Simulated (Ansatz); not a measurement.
# SCF convergence of Al3Cu against the mixing preconditioner

Theory: DFT r2SCAN, scalar-relativistic, plane waves, PAW in Ansatz 0.2.0.

```
CELL_PARAMETERS angstrom
2.77841 0.00000 0.00000
0.00000 2.77841 0.00000
0.00000 0.00000 7.51340
ATOMIC_POSITIONS crystal
Al 0.00000 0.00000 0.50000
Al 0.50000 0.50000 0.22612
Al 0.50000 0.50000 0.77388
Cu 0.00000 0.00000 0.00000
```

| Item | Value |
| --- | --- |
| plane-wave cutoff | 500 eV |
| Γ-centred k-mesh | 16×16×6 |
| occupation rule | Gaussian smearing, 0.1 eV |
| spin treatment | unpolarised |

Each run starts from superposed atomic densities and uses the program's default quasi-Newton mixer with a history of 8, at most 120 iterations and the default threshold on the density residual; only the mixing preconditioner differs.

| mixing preconditioner | iterations | converged | density residual (eV) at iterations 1, 3, 5 |
| --- | --- | --- | --- |
| kerker-dos | 10 | yes | 23 0.33 0.087 |
| ldos | 8 | yes | 23 0.07 0.00037 |
| local-kerker | 11 | yes | 23 0.29 0.042 |
| resta | 11 | yes | 23 0.68 0.059 |